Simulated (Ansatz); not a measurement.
# Sb in Ansatz: convergence with smearing width

Crystal: Sb.

```
CELL_PARAMETERS angstrom
2.15420 1.24373 3.75800
-2.15420 1.24373 3.75800
0.00000 -2.48746 3.75800
ATOMIC_POSITIONS crystal
Sb 0.76651 0.76651 0.76651
Sb 0.23349 0.23349 0.23349
```

```yaml
Program: Ansatz 0.2.0
Task: convergence study
Functional: LDA
Potentials_or_basis: all-electron LAPW, scalar-relativistic
Cutoff: 230 eV (chosen from the basis error)
Basis_error_allowed: 0.001 eV/atom
k_mesh: 8 × 8 × 8
Occupations: fermi-dirac, width 0.3 eV
Spin: no spin polarisation
```

These are the settings of the first run; the series varies smearing width, with any setting tied to it.

Hardware: 1 thread of Arm Neoverse V2, on a shared host.

Task: The values tried are 0.3 eV, 0.2 eV, 0.15 eV, 0.1 eV, 0.05 eV, 0.025 eV, 0.01 eV, loosest first. From which on does the largest force stay within 0.005 eV/Å of the tightest run that finished?

Result: From 0.025 eV on.

| smearing width | energy less the tightest run, at zero smearing (meV/atom) | pressure (GPa) | largest force (eV/Å) | SCF cycles | CPU time (s) | peak memory (GiB) |
| --- | --- | --- | --- | --- | --- | --- |
| 0.3 eV | 13.26 | -1.03 | 0.186 | 9 | 16 | 0.36 |
| 0.2 eV | 3.75 | -1.16 | 0.095 | 9 | 15 | 0.36 |
| 0.15 eV | 1.00 | -1.18 | 0.060 | 9 | 16 | 0.36 |
| 0.1 eV | -0.09 | -1.18 | 0.034 | 9 | 15 | 0.36 |
| 0.05 eV | -0.10 | -1.17 | 0.012 | 9 | 14 | 0.36 |
| 0.025 eV | -0.02 | -1.16 | 0.001 | 9 | 15 | 0.36 |
| 0.01 eV | 0.00 | -1.16 | 0.003 | 6 | 12 | 0.35 |

Against the tightest run, the energy stays within 1 meV/atom from 0.1 eV on; the pressure stays within 0.1 GPa from 0.2 eV on. Narrower smearing needs a denser k mesh, so at a fixed mesh the narrowest width isn't the most accurate. The tightest run that finished is the yardstick and may itself not be fully converged.

The run has no spin-orbit coupling, so splittings on Sb are missing.
